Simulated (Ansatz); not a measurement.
# KBr: band gap under strain

How does strain move the band edges of rocksalt KBr, and do the functionals agree on it? States: no strain; -0.5 % strain along x alone; +0.5 % biaxial strain in x and y, free along z.

Code: Ansatz 0.2.0. PAW datasets, plane waves. (Simulation; spin polarisation is off.)

## 1. The system as given

The unstrained cell was relaxed with r2SCAN; in each strained cell the atoms were relaxed again with r2SCAN. Names of k-points are those of the unstrained zone, where strain can split equivalent points. First state: no strain.

It is cubic, Fm-3m (No. 225); a = 6.604 Å in the conventional setting, 36.01 Å³ an atom. K has 6 Br at 3.30 Å; Br has 6 K at 3.30 Å.

The structure in full:

```
CELL_PARAMETERS angstrom
0.00000 3.30225 3.30225
3.30225 0.00000 3.30225
3.30225 3.30225 0.00000
ATOMIC_POSITIONS crystal
K 0.00000 0.00000 0.00000
Br 0.50000 0.50000 0.50000
```

## 2. No strain: PBE

The input, input.yaml:

```yaml
crystal:
  lattice:
    - [0.0, 3.3022478341, 3.3022478341]
    - [3.3022478341, 0.0, 3.3022478341]
    - [3.3022478341, 3.3022478341, 0.0]
  atoms:
    - { symbol: K, position: [0.0, 0.0, 0.0] }
    - { symbol: Br, position: [0.5, 0.5, 0.5] }
kpoints:
  mp_grid: { grid: [6, 6, 6] }
  band_path:
    path:
      - [0.0, 0.0, 0.0]
      - [0.5, 0.0, 0.5]
      - [0.625, 0.25, 0.625]
      - [0.375, 0.375, 0.75]
      - [0.5, 0.5, 0.5]
      - [0.5, 0.25, 0.75]
    npoints: 1
hamiltonian:
  xc: pbe
scf:
  occupations: { method: fermi_dirac, width: 0.02 }
  n_extra_bands: 4
output:
  forces: true
  stress: true
  eigenvalues: true
```

Started as:

```bash
> ansatz run input.yaml --threads 4 --pin off --max-ram 4608MiB --backend cpu --events-out ev --progress --plain --runs-dir out
```

The runs that follow: No strain: r2SCAN; No strain: HSE06; No strain: G0W0@PBE; -0.5 % strain along x alone: PBE; -0.5 % strain along x alone: r2SCAN; -0.5 % strain along x alone: HSE06; -0.5 % strain along x alone: G0W0@PBE; +0.5 % biaxial strain in x and y, free along z: PBE; +0.5 % biaxial strain in x and y, free along z: r2SCAN; +0.5 % biaxial strain in x and y, free along z: HSE06; +0.5 % biaxial strain in x and y, free along z: G0W0@PBE.

Before running it: what results should come out?

**Answer**, as computed:

Least gap in eV (negative: overlap), with the change from the unstrained cell in brackets. G0W0 is on its own coarse mesh.

| state | volume change (%) | PBE | r2SCAN | HSE06 | G0W0 |
| --- | --- | --- | --- | --- | --- |
| no strain | +0.0 | 4.43 | 5.07 | 5.60 | 6.99 |
| -0.5 % strain along x alone | -0.5 | 4.44 (+0.01) | 5.08 (+0.01) | 5.61 (+0.01) | 7.00 (+0.01) |
| +0.5 % biaxial strain in x and y, free along z | +1.0 | 4.40 (-0.03) | 5.04 (-0.03) | 5.57 (-0.03) | 6.97 (-0.02) |

The HSE06 gap hardly moves: by 0.029 eV at most. PBE and HSE06 differ by 1.17 eV on the unstrained gap, and by at most 0.00 eV on its change. No extrapolation in bands, cutoff or mesh was made for G0W0.
